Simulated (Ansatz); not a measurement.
Here is an Ansatz 0.2.0 calculation.

File input.yaml:

```yaml
crystal:
  lattice:
    - [2.4705617809, 0.0, 0.0]
    - [-1.2352808905, 2.1395692639, 0.0]
    - [0.0, 0.0, 8.0882338]
  atoms:
    - { symbol: Co, position: [0.6666666667, 0.3333333333, 0.75], spin: 2.0 }
    - { symbol: Co, position: [0.0, 0.0, 0.5], spin: 2.0 }
    - { symbol: Co, position: [0.3333333333, 0.6666666667, 0.25], spin: 2.0 }
    - { symbol: Co, position: [0.0, 0.0, 0.0], spin: 2.0 }
hamiltonian:
  xc: { exchange: b88, correlation: pbe }
  pseudopotentials: { kind: paw }
magnetization:
  spin_polarized: true
kpoints:
  mp_grid: { grid: [12, 12, 4] }
  band_path:
    path:
      - [[0.0, 0.0, 0.0], [0.5, 0.0, 0.0], [0.3333333333, 0.3333333333, 0.0], [0.0, 0.0, 0.0], [0.0, 0.0, 0.5], [0.5, 0.0, 0.5], [0.3333333333, 0.3333333333, 0.5], [0.0, 0.0, 0.5]]
      - [[0.5, 0.0, 0.5], [0.5, 0.0, 0.0]]
      - [[0.3333333333, 0.3333333333, 0.0], [0.3333333333, 0.3333333333, 0.5]]
    npoints: 14
scf:
  occupations: { method: fermi_dirac, width: 0.05 }
  n_extra_bands: 10
output:
  forces: true
  stress: true
  eigenvalues: true
  fatbands: true
  write_density: true
  write_potential: true
  elf: true
  volumetric_format: npy
```

Potentials or basis: Ansatz PAW.

The run is started by

```bash
$ ansatz run input.yaml --threads 2 --pin off --max-ram 5120MiB --backend cpu --events-out ev --progress --plain --runs-dir out
```

**Question.** Predict the net moment.

**Answer.** 6.58 μB per cell.

**Question.** Estimate the band gap on the k mesh.

**Answer.** None (metal or under the smearing width).

**Question.** What does it give for the absolute moment?

**Answer.** 7.16 μB per cell.

Levels at the corners of the path, in eV from the Fermi level:
Spin up:
```
point  band 34  band 35  band 36  band 37  band 38  band 39
    Γ    -1.51    -1.51    -1.19    -1.19    -0.79    -0.79
    M    -0.54    -0.53    -0.51     0.21     1.31     2.46
    K    -0.89    -0.89    -0.82     4.87     4.87     5.36
    Γ    -1.51    -1.51    -1.19    -1.19    -0.79    -0.79
    A    -1.67    -1.67    -1.67    -0.97    -0.97    -0.97
    L    -0.68    -0.55    -0.55     1.22     1.22     2.77
    H    -0.90    -0.76    -0.76     4.94     4.94     5.52
    A    -1.67    -1.67    -1.67    -0.97    -0.97    -0.97
    L    -0.68    -0.55    -0.55     1.22     1.22     2.77
    M    -0.54    -0.53    -0.51     0.21     1.31     2.46
    K    -0.89    -0.89    -0.82     4.87     4.87     5.36
    H    -0.90    -0.76    -0.76     4.94     4.94     5.52
```
Spin down:
```tsv
point	band 28	band 29	band 30	band 31	band 32	band 33
Γ	-0.85	-0.85	-0.81	-0.81	-0.39	0.08
M	-0.09	-0.05	0.48	1.23	1.25	1.26
K	-1.45	-0.30	-0.30	0.47	0.47	0.86
Γ	-0.85	-0.85	-0.81	-0.81	-0.39	0.08
A	-1.05	-0.95	-0.95	-0.95	-0.95	0.26
L	-0.85	-0.25	-0.25	0.85	0.85	1.25
H	-1.63	-0.28	-0.28	0.26	0.26	0.97
A	-1.05	-0.95	-0.95	-0.95	-0.95	0.26
L	-0.85	-0.25	-0.25	0.85	0.85	1.25
M	-0.09	-0.05	0.48	1.23	1.25	1.26
K	-1.45	-0.30	-0.30	0.47	0.47	0.86
H	-1.63	-0.28	-0.28	0.26	0.26	0.97
```
